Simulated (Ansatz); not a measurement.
We consider α-phase Li3N, described by PBEsol (Ansatz, a program for electronic structure, plane waves, PAW).

Run with plane-wave cutoff 520 eV, 12×12×10 k mesh (along the axes of the cell as run), Fermi–Dirac smearing 0.01 eV, scalar-relativistic PAW data made under PBE.

Response to compression and expansion (c/a stays at 1.065):

Shape and atoms are relaxed at each volume.

```json
[
 {"V (Å³/atom)": "10.397", "P (GPa)": "2.41", "direct gap at Γ (eV)": "1.416", "smallest gap on the k mesh (eV)": "1.095"},
 {"V (Å³/atom)": "10.614", "P (GPa)": "1.15", "direct gap at Γ (eV)": "1.354", "smallest gap on the k mesh (eV)": "1.105"},
 {"V (Å³/atom)": "10.830", "P (GPa)": "0.00", "direct gap at Γ (eV)": "1.295", "smallest gap on the k mesh (eV)": "1.086"},
 {"V (Å³/atom)": "11.047", "P (GPa)": "-1.04", "direct gap at Γ (eV)": "1.238", "smallest gap on the k mesh (eV)": "1.034"},
 {"V (Å³/atom)": "11.263", "P (GPa)": "-1.99", "direct gap at Γ (eV)": "1.182", "smallest gap on the k mesh (eV)": "0.982"}
]
```

The fundamental gap (1.09 eV at the equilibrium volume, with added k points) lies elsewhere than Γ–Γ.

Measured, for comparison: band gap 2.15 eV (4 K, zero-point motion not removed, indirect, optical absorption, E parallel c; as tabulated in Brendecke and Bludau (1979), doi:10.1063/1.326533).

Note: the bulk modulus comes from volumes at which shape and atoms were relaxed.
